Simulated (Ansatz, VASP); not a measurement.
**HfN in VASP and in Ansatz**

File INCAR:

```
  PREC = Accurate
  ENCUT = 520
  EDIFF = 1E-7
  ISMEAR = -1
  SIGMA = 0.03
  LREAL = False
  LASPH = True
  NELM = 60
  ALGO = Normal
  ISIF = 2
  LWAVE = False
  LCHARG = False
  GGA = PE
  NBANDS = 14
```

File KPOINTS:

```
Automatic mesh
0
Gamma
  10 10 10
```

File POSCAR:

```
HfN
1.0
    0.0677700000      2.2928850000      2.2928850000
    2.2928850000      0.0677700000      2.2928850000
    2.2928850000      2.2928850000      0.0677700000
Hf N
1 1
Direct
    0.0000000000      0.0000000000      0.0000000000
    0.5000000000      0.5000000000      0.5000000000
```

Input for Ansatz:

```yaml
crystal:
  lattice:
    - [0.06777, 2.292885, 2.292885]
    - [2.292885, 0.06777, 2.292885]
    - [2.292885, 2.292885, 0.06777]
  atoms:
    - { symbol: Hf, position: [0.0, 0.0, 0.0] }
    - { symbol: "N", position: [0.5, 0.5, 0.5] }
kpoints:
  mp_grid: { grid: [10, 10, 10] }
  band_path:
    path:
      - [0.0, 0.0, 0.0]
      - [0.5, 0.5, 0.5]
      - [0.2428775097, 0.5, 0.7571224903]
      - [-0.2428775097, 0.2428775097, 0.5]
      - [0.0, 0.0, 0.5]
      - [0.0, 0.0, 0.0]
      - [-0.3714387548, 0.0, 0.3714387548]
      - [0.0, 0.3714387548, 0.6285612452]
      - [0.0, 0.5, 0.5]
    npoints: 5
scf:
  occupations: { method: fermi_dirac, width: 0.03 }
hamiltonian:
  xc: pbe
  pseudopotentials: { kind: all_electron, lapw: { basis_error: 0.001 } }
output:
  forces: true
  stress: true
  eigenvalues: true
```

Change from the starting cell: equal xy, yz and zx shear strains of +3 %.

Alike in both runs: task single point; functional PBE; k mesh 10 × 10 × 10; occupations fermi-dirac, width 0.03 eV; no spin polarisation.

```csv
,VASP,Ansatz
version,VASP 6.6.1,Ansatz 0.2.0
potentials or method,"VASP PAW PBE potentials, release 64 (Hf_pv, N)","all-electron LAPW, scalar-relativistic"
plane-wave cutoff (eV),520,see its input
```

|  | VASP | Ansatz | Ansatz less VASP |
| --- | --- | --- | --- |
| pressure (GPa) | 3.3 | 5.8 | +2.47 |
| largest component of the traceless stress (GPa) | 3.44 | 3.41 | -0.029 |

Ansatz ran all-electron here, so the differences hold the error of VASP's frozen core and of both bases.

Spin-orbit coupling is left out, which matters for the levels of Hf.
